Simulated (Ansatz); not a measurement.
Results of LDA in Ansatz (plane waves, PAW) for tetradymite Sb₂Te₃.

Run with plane-wave cutoff 500 eV, 10×10×10 k mesh, Fermi–Dirac smearing 0.05 eV, scalar-relativistic PAW data made under PBE.

Computed at the level's own relaxed cell.

Question: Predict the volume per atom, lattice constant a and lattice parameter c.

Answer: 
- volume per atom: 30.72 Å³/atom
- lattice constant a: 4.250 Å
- lattice parameter c: 29.462 Å

Measured, for comparison: lattice constant a 4.264 Å (302 K, not corrected to a static lattice, our sources range from 4.256 to 4.264; as tabulated in Anderson, Krause, Acta Cryst. B 30, 1307 (1974), by the American Mineralogist …); lattice parameter c 30.458 Å (302 K, not corrected to a static lattice, our sources range from 30.363 to 30.458; as tabulated in Anderson, Krause, Acta Cryst. B 30, 1307 (1974), by the American Mineralogist …). Computed (rounded) less measured: lattice constant a -0.3 % (-0.1 % to -0.3 % over the range), lattice parameter c -3.3 % (-3.0 % to -3.3 % over the range). A static lattice is as a rule a little smaller and stiffer than an uncorrected measurement, which can account for part of this.

Spin–orbit coupling is not included.

Static lattice: no zero-point or thermal effects.

It cost very roughly 7 core-minutes of CPU time.

Ansatz is a quantum-chemistry and plane-wave program.
